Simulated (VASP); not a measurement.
A run of VASP 6.6.1 is set up as follows.

The input POSCAR:

```
PbSe
1.0
    0.0000000000      3.0606500000      3.0606500000
    3.0606500000      0.0000000000      3.0606500000
    3.0606500000      3.0606500000      0.0000000000
Pb Se
1 1
Direct
    0.0000000000      0.0000000000      0.0000000000
    0.5000000000      0.5000000000      0.5000000000
```

Contents of INCAR.step1:

```
PREC = Accurate
ENCUT = 520
EDIFF = 1E-8
ISMEAR = 0
SIGMA = 0.02
LREAL = False
LASPH = True
NELM = 80
ALGO = Normal
ISIF = 2
LWAVE = False
LCHARG = False
GGA = PE
LEPSILON = True
KPAR = 4
```

KPOINTS.step1

```
Automatic mesh
0
G
  8 8 8
  0 0 0
```

File INCAR.step2:

```
PREC = Accurate
ENCUT = 520
EDIFF = 1E-5
ISMEAR = 0
SIGMA = 0.02
LREAL = False
LASPH = True
NELM = 80
ALGO = Normal
ISIF = 2
LWAVE = True
LCHARG = False
NBANDS = 17
GGA = PE
KPAR = 4
```

The input KPOINTS.step2:

```
Automatic mesh
0
Gamma
  6 6 6
```

File INCAR.step3:

```
PREC = Accurate
ENCUT = 520
EDIFF = 1E-6
ISMEAR = 0
SIGMA = 0.02
LREAL = False
LASPH = True
NELM = 80
ALGO = Normal
ISIF = 2
LWAVE = False
LCHARG = False
METAGGA = R2SCAN
LHFCALC = True
AEXX = 0.0317
LMIXTAU = True
PRECFOCK = Fast
NBANDS = 17
ISTART = 1
HFRCUT = -1
KPAR = 4
```

Contents of KPOINTS.step3:

```
Automatic mesh
0
Gamma
  6 6 6
```

The input KPOINTS_OPT:

```
path GXWKGLUWLK,UX
12
line-mode
reciprocal
 0.0000000000  0.0000000000  0.0000000000  G
 0.5000000000  0.0000000000  0.5000000000  X

 0.5000000000  0.0000000000  0.5000000000  X
 0.5000000000  0.2500000000  0.7500000000  W

 0.5000000000  0.2500000000  0.7500000000  W
 0.3750000000  0.3750000000  0.7500000000  K

 0.3750000000  0.3750000000  0.7500000000  K
 0.0000000000  0.0000000000  0.0000000000  G

 0.0000000000  0.0000000000  0.0000000000  G
 0.5000000000  0.5000000000  0.5000000000  L

 0.5000000000  0.5000000000  0.5000000000  L
 0.6250000000  0.2500000000  0.6250000000  U

 0.6250000000  0.2500000000  0.6250000000  U
 0.5000000000  0.2500000000  0.7500000000  W

 0.5000000000  0.2500000000  0.7500000000  W
 0.5000000000  0.5000000000  0.5000000000  L

 0.5000000000  0.5000000000  0.5000000000  L
 0.3750000000  0.3750000000  0.7500000000  K

 0.6250000000  0.2500000000  0.6250000000  U
 0.5000000000  0.0000000000  0.5000000000  X
```

Potentials or basis: VASP PAW PBE potentials, release 64 (Pb_d, Se).

Run with:

```bash
$ cat potpaw_PBE.64/Pb_d/POTCAR potpaw_PBE.64/Se/POTCAR > POTCAR
$ cp INCAR.step1 INCAR
$ cp KPOINTS.step1 KPOINTS
$ mpirun -np 4 vasp_std > vasp.out
$ cp INCAR.step2 INCAR
$ cp KPOINTS.step2 KPOINTS
$ mpirun -np 4 vasp_std > vasp.out
$ cp INCAR.step3 INCAR
$ cp KPOINTS.step3 KPOINTS
$ mpirun -np 4 vasp_std > vasp.out
```

Problem. Predict the band gap on the k mesh.

Solution. 0.68 eV, direct.

Problem. Estimate the pressure.

Solution. 1.4 GPa.

Problem. Predict the band gap along the path.

Solution. 0.68 eV, direct.

Levels at the corners of the path, in eV from the valence-band top:
| point | band 7 | band 8 | band 9 | band 10 | band 11 | band 12 | band 13 | band 14 |
| --- | --- | --- | --- | --- | --- | --- | --- | --- |
| Γ | -6.42 | -2.08 | -2.08 | -2.08 | 5.20 | 5.20 | 5.20 | 7.10 |
| X | -7.64 | -5.25 | -3.46 | -3.46 | 4.14 | 6.16 | 6.16 | 6.65 |
| X | -7.64 | -5.25 | -3.46 | -3.46 | 4.14 | 6.16 | 6.16 | 6.65 |
| W | -8.34 | -4.47 | -4.47 | -0.91 | 2.28 | 5.46 | 5.46 | 8.35 |
| W | -8.34 | -4.47 | -4.47 | -0.91 | 2.28 | 5.46 | 5.46 | 8.35 |
| K | -8.36 | -4.83 | -2.93 | -2.52 | 3.83 | 4.44 | 5.99 | 6.37 |
| K | -8.36 | -4.83 | -2.93 | -2.52 | 3.83 | 4.44 | 5.99 | 6.37 |
| Γ | -6.42 | -2.08 | -2.08 | -2.08 | 5.20 | 5.20 | 5.20 | 7.10 |
| Γ | -6.42 | -2.08 | -2.08 | -2.08 | 5.20 | 5.20 | 5.20 | 7.10 |
| L | -9.19 | -1.65 | -1.65 | 0.00 | 0.68 | 2.03 | 2.03 | 9.24 |
| L | -9.19 | -1.65 | -1.65 | 0.00 | 0.68 | 2.03 | 2.03 | 9.24 |
| U | -8.36 | -4.83 | -2.93 | -2.52 | 3.83 | 4.44 | 5.99 | 6.37 |
| U | -8.36 | -4.83 | -2.93 | -2.52 | 3.83 | 4.44 | 5.99 | 6.37 |
| W | -8.34 | -4.47 | -4.47 | -0.91 | 2.28 | 5.46 | 5.46 | 8.35 |
| W | -8.34 | -4.47 | -4.47 | -0.91 | 2.28 | 5.46 | 5.46 | 8.35 |
| L | -9.19 | -1.65 | -1.65 | 0.00 | 0.68 | 2.03 | 2.03 | 9.24 |
| L | -9.19 | -1.65 | -1.65 | 0.00 | 0.68 | 2.03 | 2.03 | 9.24 |
| K | -8.36 | -4.83 | -2.93 | -2.52 | 3.83 | 4.44 | 5.99 | 6.37 |
| U | -8.36 | -4.83 | -2.93 | -2.52 | 3.83 | 4.44 | 5.99 | 6.37 |
| X | -7.64 | -5.25 | -3.46 | -3.46 | 4.14 | 6.16 | 6.16 | 6.65 |

Caveat: the PAW data sets were made with another functional, which shifts forces and pressure a little; spin-orbit coupling is left out, which as a rule narrows the gap of such compounds by several tenths of an eV.

**What was measured.**

From a printed reference work, monograph, for a bulk crystal of PbSe at 300 K: band gap 0.28 eV (direct).

Measured gap of PbSe: 0.28 eV (direct; 300 K; a printed reference work, monograph). This calculation gives 0.68 eV (+0.40 eV). 2 values of this kind are on record (0.15 to 0.28 eV); this one was drawn at random. Spin-orbit coupling on Pb, Se is left out. The value is that of r2SCAN-EpsX, without temperature or zero-point motion.
